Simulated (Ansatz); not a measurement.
# Re and the effect of spin-orbit coupling

Symmetry: P6_3/mmc, No. 194, hexagonal system. The conventional cell has a = 2.766 Å, b = 2.766 Å, c = 8.939 Å, α = 90.00°, β = 90.00°, γ = 120.00°. Around Re (site symmetry -6m2) lie 12 Re at 2.75 to 2.77 Å. Re (site symmetry -3m) is surrounded by 12 Re at 2.75 to 2.77 Å.

Kept alike: task band structure; functional PBEsol; k mesh 11 × 11 × 3; occupations fermi-dirac, width 0.05 eV. Program: Ansatz, Ansatz PAW, cutoff 420 eV. The mesh is that of the run's cell of 4 atoms.

| spin-orbit coupling | pressure (GPa) |
| --- | --- |
| off | -6.76 |
| on | -6.07 |

Pressure is positive in compression, with a Pulay correction for the finite cutoff. For a metal such a mesh leaves the last digits unconverged. All rows use potentials made for PBE.

Q: What does spin-orbit coupling change here?

A: The pressure runs from -6.76 (off) to -6.07 GPa (on).
